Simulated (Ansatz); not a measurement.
# In2O3: the cost of one run

Method: DFT PBEsol, scalar-relativistic, plane waves, PAW, in Ansatz 0.2.0.

3 further runs of the same task are left out: 3 set aside as unsound or not needed. Runs told in other sessions of the task aren't counted.

### 1 The system as given

The cell holds 39 atoms (In15O24): a = 8.000 Å, b = 8.000 Å, c = 8.000 Å, α = 87.11°, β = 87.11°, γ = 87.11°.

The coordinates of this cell stand in the input of its own run.

The host was relaxed before at PBEsol: a = 5.512 Å, b = 5.512 Å, c = 14.537 Å, α = 90.00°, β = 90.00°, γ = 120.00° (conventional cell), 12.752 Å³/atom.

Places, in fractions of the supercell: a vacancy on In at (0.643, 0.643, 0.643). Its neighbours start displaced at random, with a spread of 0.03 Å in each coordinate.

### 2 Band edges of the host over the zone

input.yaml reads:

```yaml
crystal:
  lattice:
    - [2.7562186578, 1.591303584, 4.8456979816]
    - [-2.7562186578, 1.591303584, 4.8456979816]
    - [0.0, -3.1826071681, 4.8456979816]
  atoms:
    - { symbol: In, position: [0.6425528069, 0.6425528069, 0.6425528069] }
    - { symbol: In, position: [0.8574471931, 0.8574471931, 0.8574471931] }
    - { symbol: In, position: [0.3574471931, 0.3574471931, 0.3574471931] }
    - { symbol: In, position: [0.1425528069, 0.1425528069, 0.1425528069] }
    - { symbol: O, position: [0.0458555512, 0.75, 0.4541444488] }
    - { symbol: O, position: [0.75, 0.4541444488, 0.0458555512] }
    - { symbol: O, position: [0.4541444488, 0.0458555512, 0.75] }
    - { symbol: O, position: [0.9541444488, 0.25, 0.5458555512] }
    - { symbol: O, position: [0.5458555512, 0.9541444488, 0.25] }
    - { symbol: O, position: [0.25, 0.5458555512, 0.9541444488] }
basis:
  ecutwfc: 420
  xc_grid: 2
kpoints:
  mp_grid: { grid: [6, 6, 6] }
  band_path: { path: [VBM, CBM], npoints: 2 }
hamiltonian:
  xc: pbesol
scf:
  occupations: { method: gaussian, width: 0.02 }
output:
  forces: true
  stress: true
  eigenvalues: true
```

The run is started by

```console
$ ansatz run input.yaml --threads 8 --pin off --max-ram 16384MiB --backend cpu --events-out ev --progress --plain --runs-dir out
```

**Question.** How long does this run take on 8 threads of Arm Neoverse V1, shared host, and how much memory does it need?

About 8.7 s, with a peak of 0.71 GiB.
